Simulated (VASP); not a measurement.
Data:

```yaml
crystal:
  lattice:
    - [0.00000, 3.10893, 3.10893]
    - [3.10893, 0.00000, 3.10893]
    - [3.10893, 3.10893, 0.00000]
  atoms:
    - { symbol: Al, position: [0.00000, 0.00000, 0.00000] }
    - { symbol: Sb, position: [0.25000, 0.25000, 0.25000] }
```

Method: PBE GGA with D3 dispersion (Becke-Johnson damping), VASP's PBE PAW potentials (set 64) (plane waves; VASP). Settings: 520 eV cut-off, 8×8×8 Γ-centred mesh, Gaussian smearing of 0.050 eV, potentials Al Sb.

Unless said otherwise, spin-orbit coupling is left out, though it shifts the bands of the heavy elements here.

Predict the energy per atom (σ→0), pressure, band gap (on the k-mesh) with the smallest direct gap where there is one.

```json
{
  "band gap (on the k-mesh)": "1.24 eV",
  "smallest direct gap (on the k-mesh)": "1.31 eV",
  "energy per atom (σ→0)": "-4.416 eV/atom",
  "pressure": "-1.50 GPa"
}
```

Total energies compare only between runs with the same potentials, cut-off and functional.

The compound is AlSb in the zinc blende structure. This cell is one point of a volume scan, at 1.03 of the reference volume.
